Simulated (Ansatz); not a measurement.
## Pressure against volume: BaTe

```
Ba Te
1.0
     0.00000    3.91646    3.91646
     3.91646    0.00000    3.91646
     3.91646    3.91646    0.00000
Ba Te
1 1
Direct
  0.00000 0.00000 0.00000
  0.25000 0.25000 0.25000
```

The structure comes from a relaxation in the same program, started in the zincblende type, and has space group F-43m. Whether it is a known phase or the ground state wasn't checked.

No spin–orbit coupling, which matters for the heavy atoms here.

Methods: DFT, PBE, all-electron LAPW, scalar-relativistic (Ansatz 0.2.0); DFT, PBE, PAW with Ansatz's default frozen-core files, scalar-relativistic (Ansatz 0.2.0).

For LAPW: a Γ-centred 11×11×11 k mesh, Fermi–Dirac smearing of 0.05 eV, basis error target 0.5 meV/atom, no spin polarisation. PAW takes a cutoff of 420 eV at this cell. The Ansatz runs share mesh, smearing and spin set-up. Plane-wave (PAW) pressures include the program's estimate of the Pulay term.

The cell above is scaled evenly, with fractional coordinates and shape held.

Task: Estimate the equilibrium volume and bulk modulus that full-potential LAPW gives for this fixed shape.

Result: V0 = 59.99 Å³/atom, B0 = 18 GPa, B0′ = 4.1, from a third-order Birch–Murnaghan fit to these pressures:
| V/V(cell) | V (Å³/atom) | P, LAPW (GPa) | P, PAW (GPa) | gap on the k mesh, LAPW (eV) | free energy over the lowest listed, PAW (meV/atom) |
| --- | --- | --- | --- | --- | --- |
| 0.9600 | 57.670 | 0.79 | 0.79 | 2.63 | 5.5 |
| 0.9800 | 58.872 | 0.36 | 0.36 | 2.60 | 1.2 |
| 1.0000 | 60.073 | -0.03 | -0.03 | 2.58 | 0.0 |
| 1.0200 | 61.275 | -0.38 | -0.38 | 2.55 | 1.5 |
| 1.0400 | 62.476 | -0.69 | -0.69 | 2.52 | 5.6 |

PAW's V0 lies -0.01 % from the all-electron value and its B0 0.1 %. Symmetry fixes shape and coordinates here, so this is the relaxed modulus.
